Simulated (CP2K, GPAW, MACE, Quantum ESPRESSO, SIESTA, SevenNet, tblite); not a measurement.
**Graphene armchair nanoribbon, H-capped (84 atoms): one structure in several programs**

Aim: run graphene armchair nanoribbon, H-capped (84 atoms) in several programs and set results and cost side by side. A plane-wave run serves as the reference.

Calculated with Quantum ESPRESSO 7.5; Kohn-Sham DFT, PBE, SSSP efficiency 1.3.0 pseudopotentials, plane waves.

**1. Starting point**

The cell holds 84 atoms: 72 C and 12 H. Cell: a = 12.783 Å, b = 25.418 Å, c = 10.000 Å, α = 90.0°, β = 90.0°, γ = 90.0°. It derives from C (graphene). Graphene (a = 2.46 Å), rectangular cell with x along the armchair direction; strip nominally 15 Å wide, 3 periods, edges capped with H, 10 Å of vacuum; minimised with a classical potential. Then every atom was moved at random, 0.02 Å r.m.s. a Cartesian component (hydrogen 0.6 of that). Regions: sheet, 72 atoms (72 C); hydrogen, 12 atoms (12 H). Vacuum lies along b and c. The structure's axis is a.

**2. Reference: Quantum ESPRESSO, plane waves**

Input file pw.in:

```
&control
  calculation = 'scf'
  pseudo_dir = './pseudo'
  outdir = './tmp'
  disk_io = 'none'
  tprnfor = .true.
/
&system
  ibrav = 0
  nat = 84
  ntyp = 2
  ecutwfc = 60
  ecutrho = 480
  nosym = .true.
  occupations = 'smearing'
  smearing = 'fd'
  degauss = 0.003675
/
&electrons
  conv_thr = 4.2e-07
  electron_maxstep = 100
  mixing_beta = 0.2
  mixing_mode = 'local-TF'
  diagonalization = 'david'
/
ATOMIC_SPECIES
C 12.011 C.upf
H 1.008 H.upf
CELL_PARAMETERS angstrom
12.78253 0.00000 0.00000
0.00000 25.41794 0.00000
0.00000 0.00000 10.00000
ATOMIC_POSITIONS crystal
C 0.05398 0.28604 0.50129
C 0.11347 0.23981 0.49768
C 0.22027 0.24147 0.49996
C 0.28292 0.28673 0.50091
C 0.05419 0.38085 0.50000
C 0.10976 0.33371 0.50070
C 0.22382 0.33399 0.50010
C 0.27882 0.38137 0.49981
C 0.05687 0.47550 0.50033
C 0.11154 0.42979 0.50262
C 0.21936 0.42876 0.50122
C 0.28175 0.47587 0.49986
[... 68 atom lines left out ...]
H 0.74796 0.20072 0.50003
H 0.91959 0.20190 0.49851
H 0.75352 0.79885 0.50109
H 0.91331 0.79757 0.50132
K_POINTS gamma
```

The run is started by

```sh
> OMP_NUM_THREADS=1 pw.x -in pw.in > output.txt
```

The program printed:

```text
Program PWSCF
     gamma-point specific algorithms are used
     sticks:   dense  smooth     PW     G-vecs:    dense   smooth      PW
     Sum       44343   22171   5541              3893489  1376855  172043
     bravais-lattice index     =            0
     lattice parameter (alat)  =      24.1555  a.u.
     unit-cell volume          =   21925.7154 (a.u.)^3
     number of atoms/cell      =           84
     number of atomic types    =            2
     number of electrons       =       300.00
     number of Kohn-Sham states=          180
     kinetic-energy cutoff     =      60.0000  Ry
     charge density cutoff     =     480.0000  Ry
     scf convergence threshold =      4.2E-07
     mixing beta               =       0.2000
[... lines left out ...]
     number of k points=     1  Fermi-Dirac smearing, width (Ry)=  0.0037
[... lines left out ...]
     total energy              =   -1344.66607853 Ry
[... lines left out ...]
     total energy              =   -1340.34027381 Ry
[... lines left out ...]
     total energy              =   -1341.71787658 Ry
[... lines left out ...]
     c_bands:  1 eigenvalues not converged
[... lines left out ...]
     total energy              =   -1341.51605946 Ry
[... lines left out ...]
     total energy              =   -1341.51605934 Ry
     estimated scf accuracy    <       0.00000056 Ry
     iteration # 32     ecut=    60.00 Ry     beta= 0.20
     negative rho (up, down):  2.451E-03 0.000E+00
     End of self-consistent calculation
          k = 0.0000 0.0000 0.0000 ( 86022 PWs)   bands (ev):
   -21.4019 -21.0404 -20.7774 -20.7436 -20.4787 -20.4148 -20.3440 -19.8795
   -19.7742 -19.7270 -19.1495 -19.0811 -18.8366 -18.8149 -18.7344 -18.4813
   -18.4566 -18.1805 -18.1052 -17.9708 -17.8912 -17.6286 -17.3042 -17.1741
[...]
0.9654   1.0745   1.2321   1.2509   1.3020   1.4181   1.4675   1.8811
     2.1294   2.1350   2.1533   2.2104   2.2269   2.2864   2.2974   2.3117
     2.3416   2.3593   2.3818   2.6490
     the Fermi energy is    -1.7152 ev
!    total energy              =   -1341.51605940 Ry
     estimated scf accuracy    <       0.00000039 Ry
     smearing contrib. (-TS)   =      -0.00049719 Ry
     internal energy E=F+TS    =   -1341.51556222 Ry
     The total energy is F=E-TS. E is the sum of the following terms:
     one-electron contribution =   -6402.88010763 Ry
     hartree contribution      =    3262.59537376 Ry
     xc contribution           =    -344.36311786 Ry
     ewald contribution        =    2587.27415154 Ry
     one-center paw contrib.   =    -444.14186202 Ry
     convergence has been achieved in  32 iterations
     negative rho (up, down):  2.451E-03 0.000E+00
     Forces acting on atoms (cartesian axes, Ry/au):
     atom    1 type  1   force =     0.07138708    0.00764220   -0.01480469
     atom    2 type  1   force =     0.01515337    0.00532260    0.01026657
     atom    3 type  1   force =     0.01571491   -0.07251511   -0.00219378
[...]
atom   83 type  2   force =     0.02077320    0.02615808    0.00085840
     atom   84 type  2   force =    -0.03258200    0.03444387   -0.00041595
     Total force =     0.861513     Total SCF correction =     0.000675
     Message from routine punch:
     Nothing written, as per user request (disk_io='none')
```

The job ended after 53 min (1 thread of Arm Neoverse N1, shared host; peak memory 9.2 GiB).

Banners, paths, timers and routine set-up lines are dropped from the logs unmarked, and long logs keep their key lines alone; longer cuts are marked.

Numbers from this run:

* r.m.s. force component: 1.395 eV/Å
* longest force: 6.256 eV/Å
* gap (highest filled to lowest empty level): 0.5207 eV

**3. Structure statistics**

Normalised to the volume that the atoms fill. Pair distribution functions g(r), in bins of 0.2 Å:

```
r (Å)  total   C-C   C-H   H-H
 1.00   0.45  0.00  1.83  0.00
 1.20   0.08  0.00  0.34  0.00
 1.40   2.69  3.66  0.00  0.00
 1.60   0.00  0.00  0.00  0.00
 1.80   0.00  0.00  0.00  0.00
 2.00   0.23  0.00  0.61  3.73
 2.20   0.19  0.00  0.54  3.06
 2.40   1.63  2.21  0.00  0.00
 2.60   0.14  0.08  0.36  0.00
 2.80   0.66  0.79  0.34  0.00
 3.00   0.05  0.07  0.00  0.00
 3.20   0.01  0.00  0.06  0.00
 3.40   0.10  0.00  0.39  0.00
 3.60   0.22  0.30  0.00  0.00
 3.80   0.50  0.62  0.17  0.00
 4.00   0.04  0.00  0.16  0.00
 4.20   0.57  0.69  0.15  1.54
 4.40   0.04  0.03  0.06  0.14
 4.60   0.04  0.00  0.18  0.00
 4.80   0.31  0.36  0.18  0.00
 5.00   0.37  0.45  0.14  0.00
 5.20   0.16  0.15  0.18  0.00
 5.40   0.00  0.00  0.00  0.00
 5.60   0.13  0.18  0.00  0.00
 5.80   0.05  0.01  0.15  0.00
 6.00   0.09  0.07  0.14  0.00
 6.20   0.20  0.22  0.12  0.26
 6.40   0.34  0.41  0.12  0.37
```

Bonds by pair of elements; cutoffs follow the first minimum of g(r), held within bounds set by covalent radii, and pairs that aren't listed don't count as bonded (cutoffs were set anew for this text, so counts can differ from the run's own analysis):

```
pair A-B  cutoff (Å)  bonds  mean length (Å)  spread (Å)  shortest (Å)  B about A  A about B
     C-C        1.82    102             1.40       0.032          1.33       2.83       2.83
     C-H        1.34     12             1.08       0.019          1.06      0.167          1
```

How many atoms have how many bonded neighbours:

```
element  mean   1   3
      C     3   0  72
      H     1  12   0
```

Rings of the network by King's shortest-path rule, up to 12 atoms, one path for each pair of neighbours; H, halogens, alkali and alkaline-earth atoms are left out, and the last column divides by all other atoms, bonded or not:

```
ring size (atoms)  rings  per network atom
                6     30             0.417
               10     12             0.167
```

**4. The other programs**

The programs:
- CP2K 2026.2: Gaussian basis with GTH pseudopotentials and a plane-wave density; labels give functional, basis (MOLOPT sets; SR short-range, UZH the newer set with its own potentials), grid cutoff/relative cutoff and solver (OT: orbital transformation; TRS4, TC2, SIGN: linear-scaling purification with its sparsity filter), or its built-in tight binding.
- GPAW 26.7.0: PAW with atomic orbitals (LCAO), plane waves or a real-space grid of spacing h.
- MACE: machine-learned potential, published weights.
- Quantum ESPRESSO 7.5: plane waves; labels (QE) give functional, pseudopotential set and cutoffs of waves/density.
- SIESTA 5.4.2: numerical atomic orbitals, whose automatically made sets are far from complete, with PseudoDojo norm-conserving potentials that we converted to its format (checked against plane waves on the same files for H, C, O, Si, Ge and Ca alone); labels give functional, basis size, energy shift and mesh cutoff.
- SevenNet: machine-learned potential, published weights.
- tblite 0.8.0: extended tight binding, driven from Python.

All use the same cell and atoms; the electronic-structure runs use the same k-mesh, and an electronic temperature of 580 K (0.05 eV) where levels are smeared.

Differences are against the plane-wave reference, forces as r.m.s. over components; share is that over the reference's r.m.s. force, slope the least-squares factor from reference forces to these. Total energies of different programs have different zeros and aren't compared.

```
                                                                     run  Δ force, r.m.s. (meV/Å)  share (%)  slope  Δ gap (eV)  cores  CPU time  memory (GiB)
                                                               reference                        -          -      -           -      1    53 min           9.2
           CP2K PBE, DZVP-MOLOPT-SR, 225/50 Ry, diagonalisation (coarse)                     45.0       3.22  1.012      0.0039      2   2.7 min           2.4
           CP2K PBE, DZVP-MOLOPT-SR, 315/50 Ry, diagonalisation (coarse)                     45.9       3.29  1.017      0.0039      2   3.8 min           3.6
           CP2K PBE, DZVP-MOLOPT-SR, 450/20 Ry, diagonalisation (coarse)                     42.6       3.06  1.015       0.004      2   4.2 min           6.5
                    CP2K PBE, DZVP-MOLOPT-SR, 450/50 Ry, diagonalisation                     44.0       3.15  1.015      0.0039      2     5 min           6.5
            CP2K PBE, SZV-MOLOPT-SR, 450/50 Ry, diagonalisation (coarse)                      447       32.0  1.256       0.139      1   3.5 min           6.3
                         CP2K PBE, TZV2P-UZH, 450/50 Ry, diagonalisation                     17.8       1.28  1.005      0.0094      4    13 min           8.2
                       CP2K PBE, TZVP-MOLOPT, 450/50 Ry, diagonalisation                     9.91      0.710  1.003      0.0039      4    28 min           7.8
CP2K r2SCAN, SCAN potentials, DZVP-UZH(SCAN), 600/50 Ry, diagonalisation                     81.7       5.86  1.028       0.055      2    12 min           8.8
 CP2K revPBE, PBE potentials, DZVP-MOLOPT-SR, 450/50 Ry, diagonalisation                     58.2       4.17  1.014      0.0069      2     5 min           6.5
                                             GPAW PBE, LCAO dzp, h 0.2 Å                      163       11.7  1.052       0.023      1     2 min           1.3
                       GPAW PBE, LCAO dzp, h 0.2 Å, other mixer settings                      164       11.7  1.052      0.0229      1   2.5 min           1.1
                                   GPAW PBE, LCAO dzp, h 0.28 Å (coarse)                      522       37.4  1.044       0.025      1      72 s          0.59
                                GPAW PBE, LCAO sz(dzp), h 0.2 Å (coarse)                      865       62.0  1.212       0.036      1      59 s           1.1
                               GPAW PBE, LCAO szp(dzp), h 0.2 Å (coarse)                      549       39.4  1.040      0.0022      1     100 s           1.3
                                             MACE MP-0b2 small potential                      478       34.3  0.694           -      1      11 s          0.67
                                             MACE MPA-0 medium potential                      409       29.3  0.757           -      1      13 s          0.83
                       QE PBE, sssp-1.3.0-efficiency, 20/160 Ry (coarse)                      258       18.5  1.077     -3.0e-4      4    11 min           2.1
                    SIESTA PBE, DZP, shift 0.01 Ry, mesh 150 Ry (coarse)                      224       16.1  1.097      0.0184      1     2 min          0.56
                             SIESTA PBE, DZP, shift 0.01 Ry, mesh 300 Ry                      225       16.2  1.097      0.0185      1   4.9 min           1.1
                     SIESTA PBE, SZ, shift 0.01 Ry, mesh 300 Ry (coarse)                      947       67.9  1.280      0.0427      1      90 s          0.75
                             SIESTA PBE, TZP, shift 0.01 Ry, mesh 300 Ry                      198       14.2  1.076      0.0185      2   7.3 min           1.5
            SIESTA RPBE, PBE potentials, DZP, shift 0.01 Ry, mesh 300 Ry                      217       15.6  1.098      0.0215      1   4.7 min           1.1
                                                    SevenNet 0 potential                      341       24.5  0.831           -      1      13 s          0.81
                                                         tblite GFN1-xTB                      145       10.4  0.946           -      1       2 s           0.1
```

Rows marked coarse were listed beforehand as settings not expected to be converged; some can still land near the reference.

Times of the machine-learned potentials are mostly Python's start and the loading of weights.

CPU time is summed over cores on a shared host, where runs went side by side, so it is rough. Symmetry, cutoffs, thresholds, outputs and thread counts weren't matched or tuned between programs; memory under MPI is the largest rank's times the ranks.

Mean charges by element (e), by run and scheme:

```
                                                                     run     scheme      C      H
                    CP2K PBE, DZVP-MOLOPT-SR, 315/50 Ry, diagonalisation   Mulliken  -0.01  +0.05
                    CP2K PBE, DZVP-MOLOPT-SR, 315/50 Ry, diagonalisation  Hirshfeld  -0.01  +0.05
                    CP2K PBE, DZVP-MOLOPT-SR, 450/50 Ry, diagonalisation   Mulliken  -0.01  +0.05
                    CP2K PBE, DZVP-MOLOPT-SR, 450/50 Ry, diagonalisation  Hirshfeld  -0.01  +0.05
                         CP2K PBE, TZV2P-UZH, 450/50 Ry, diagonalisation   Mulliken  +0.03  -0.18
                         CP2K PBE, TZV2P-UZH, 450/50 Ry, diagonalisation  Hirshfeld  -0.01  +0.05
                       CP2K PBE, TZVP-MOLOPT, 450/50 Ry, diagonalisation   Mulliken  -0.01  +0.06
                       CP2K PBE, TZVP-MOLOPT, 450/50 Ry, diagonalisation  Hirshfeld  -0.01  +0.05
CP2K r2SCAN, SCAN potentials, DZVP-UZH(SCAN), 600/50 Ry, diagonalisation   Mulliken   0.00  -0.02
CP2K r2SCAN, SCAN potentials, DZVP-UZH(SCAN), 600/50 Ry, diagonalisation  Hirshfeld  -0.01  +0.05
 CP2K revPBE, PBE potentials, DZVP-MOLOPT-SR, 450/50 Ry, diagonalisation   Mulliken  -0.01  +0.04
 CP2K revPBE, PBE potentials, DZVP-MOLOPT-SR, 450/50 Ry, diagonalisation  Hirshfeld  -0.01  +0.05
                             SIESTA PBE, DZP, shift 0.01 Ry, mesh 300 Ry  Hirshfeld   0.00  +0.03
                             SIESTA PBE, TZP, shift 0.01 Ry, mesh 300 Ry  Hirshfeld   0.00  +0.03
            SIESTA RPBE, PBE potentials, DZP, shift 0.01 Ry, mesh 300 Ry  Hirshfeld   0.00  +0.03
                                                         tblite GFN1-xTB   Mulliken  -0.01  +0.03
```

Within one program, basis, potentials and functional, energies share a zero. Each run against its twin at the usual cutoff or grid and solver:

```
                                                 run                                        twin  Δ energy (meV/atom)  Δ force, r.m.s. (meV/Å)         CPU time over the twin's
CP2K PBE, DZVP-MOLOPT-SR, 225/50 Ry, diagonalisation  DZVP-MOLOPT-SR, 450/50 Ry, diagonalisation               -0.153                     26.4                             0.54
CP2K PBE, DZVP-MOLOPT-SR, 315/50 Ry, diagonalisation  DZVP-MOLOPT-SR, 450/50 Ry, diagonalisation              -0.0867                     7.98                             0.75
CP2K PBE, DZVP-MOLOPT-SR, 450/20 Ry, diagonalisation  DZVP-MOLOPT-SR, 450/50 Ry, diagonalisation                -3.35                     6.39                             0.84
   GPAW PBE, LCAO dzp, h 0.2 Å, other mixer settings                           LCAO dzp, h 0.2 Å                    0                     1.20                              1.3
                        GPAW PBE, LCAO dzp, h 0.28 Å                           LCAO dzp, h 0.2 Å                  331                      533                             0.60
            QE PBE, sssp-1.3.0-efficiency, 20/160 Ry            sssp-1.3.0-efficiency, 60/480 Ry                  881                      258  0.20 (this twin ran on 1 cores)
         SIESTA PBE, DZP, shift 0.01 Ry, mesh 150 Ry             DZP, shift 0.01 Ry, mesh 300 Ry                0.226                     2.57                             0.41
```

**5. Summary of results**

```
reference r.m.s. force component                       : 1.40 eV/Å
nearest in forces                                      : CP2K PBE, TZVP-MOLOPT, 450/50 Ry, diagonalisation, 0.71 %
farthest in forces                                     : SIESTA PBE, SZ, shift 0.01 Ry, mesh 300 Ry (coarse), 68 %
cheapest electronic-structure run beside the reference : tblite GFN1-xTB, 2 s of CPU time
```

In words: The PBE runs in local orbitals, coarse settings apart, differ by 0.71 % (CP2K PBE, TZVP-MOLOPT, 450/50 Ry, diagonalisation) to 16 % (SIESTA PBE, DZP, shift 0.01 Ry, mesh 300 Ry); basis, grid and potentials can all enter. Tight binding differs by 10 % (tblite GFN1-xTB); it is another model, with fitted parameters of its own, and the xTB methods hold dispersion. Machine-learned potentials differ by 24 % (SevenNet 0 potential) to 34 % (MACE MP-0b2 small potential); they were trained on other programs' data. Among those trained on PBE data the slope goes as low as 0.69, which softening far from their training structures can give, though the reference's k-sampling is untested too. Rows with another functional or a dispersion term differ by 4.2 % (CP2K revPBE, PBE potentials, DZVP-MOLOPT-SR, 450/50 Ry, diagonalisation) to 16 % (SIESTA RPBE, PBE potentials, DZP, shift 0.01 Ry, mesh 300 Ry), which mixes the change of model with differences of basis and potentials, some of them made for another functional. Runs with settings chosen to be coarse differ by 3.1 % (CP2K PBE, DZVP-MOLOPT-SR, 450/20 Ry, diagonalisation) to 68 % (SIESTA PBE, SZ, shift 0.01 Ry, mesh 300 Ry), their programs' other errors included. Of the electronic-structure runs that take under half the reference's CPU time, CP2K PBE, TZV2P-UZH, 450/50 Ry, diagonalisation comes nearest, at 1.3 % in 13 min against 53 min. CP2K PBE, SZV-MOLOPT-SR, 450/50 Ry, diagonalisation stiffens the forces by a factor of 1.26 while following their directions (correlation 0.988); the slopes of the 9 CP2K runs lie between 1.00 and 1.26. In GPAW PBE, LCAO dzp, h 0.2 Å the difference has nearly one length on every H (0.60 eV/Å) and points along its bond, outwards: this method prefers longer bonds, and stiff bonds to hydrogen turn a small shift into a large force. At the same functional, gaps differ from the reference's 0.521 eV by between -0.00 and +0.14 eV. These are spacings on the run's k-points, which needn't hold the band edges. Charges hang on model, scheme and program or settings: among these rows the mean for H runs from -0.18 to +0.06 e, even in sign. In the reference: filled and empty levels are parted by 0.521 eV on the run's k-points; the mesh holds the band edges only if they fold onto it, so the gap at this level can be narrower or closed, and states at the surface or the caps may set it. In the reference: By these cutoffs all C atoms have 3 and all H atoms have 1 bonded neighbour. Periodic xTB results under one method name differ between programs and library versions. Machine-learned potentials mimic data converged in k, so the reference's own k-point error enters their differences. The runs have no spin polarisation, so any moments at edges, vacancies or dangling bonds can't form. The electronic-structure runs sample only Γ, in a cell whose periodic width is 13 Å.

[Also dropped from logs without a mark: logging warnings of Python, and SIESTA's first energy breakdown and zero terms.]

[Logs are printed without paths, hosts, clocks, repeated set-up lines and the standing remarks that a program may print on its own settings, such as how far it seeks lower states.]

[Hosts, paths, dates, database ids (printed as entryN), source tags and the programs' standing remarks are cut or masked in the printed files.]
